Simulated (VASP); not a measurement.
Crystal: SiNi2.

```
Ni Si
1.0
     3.83600    0.00000    0.00000
    -1.91800    3.32207    0.00000
     0.00000    0.00000    4.94800
Ni Si
4 2
Direct
  0.66667 0.33333 0.75000
  0.33333 0.66667 0.25000
  0.00000 0.00000 0.50000
  0.00000 0.00000 0.00000
  0.66667 0.33333 0.25000
  0.33333 0.66667 0.75000
```

| Item | Value |
| --- | --- |
| Program | VASP 6.6.1 |
| Task | relaxation of cell and atoms |
| Functional | PBEsol |
| Dispersion | rVV10 |
| Potentials or basis | VASP PAW PBE potentials, release 64 (Ni, Si) |
| Cutoff | 600 eV |
| k mesh | 6 × 6 × 5 |
| Occupations | fermi-dirac, width 0.05 eV |
| Spin | collinear spin, ferromagnetic start |
| Starting moments | [1.0, 1.0, 1.0, 1.0, 0.0, 0.0] μB |

At the start: pressure 2.4 GPa; volume 10.51 Å³/atom.

Problem. How do energy, volume and symmetry change on relaxing?

Solution. Over 5 steps the energy falls by 2.3 meV/atom and the volume is 10.59 Å³/atom (+0.8 %); space group P6_3/mmc (No. 194, to 0.05 Å); moment 0.00 μB per cell.

The path:
```csv
step,energy change (eV),largest force (eV/Å),pressure (GPa),volume (Å³)
1,0.0000,0.0000,2.39,63.05
2,-0.0043,0.0000,-3.35,64.49
3,-0.0113,0.0000,-0.88,63.85
4,-0.0141,0.0000,0.12,63.54
5,-0.0141,0.0000,0.01,63.56
```

Final structure:
```
CELL_PARAMETERS angstrom
3.86673 0.00000 0.00000
-1.93336 3.34868 0.00000
0.00000 0.00000 4.90877
ATOMIC_POSITIONS crystal
Ni 0.66667 0.33333 0.75000
Ni 0.33333 0.66667 0.25000
Ni 0.00000 0.00000 0.50000
Ni 0.00000 0.00000 0.00000
Si 0.66667 0.33333 0.25000
Si 0.33333 0.66667 0.75000
```

Caveat: the PAW data sets were made with another functional, which shifts forces and pressure a little.
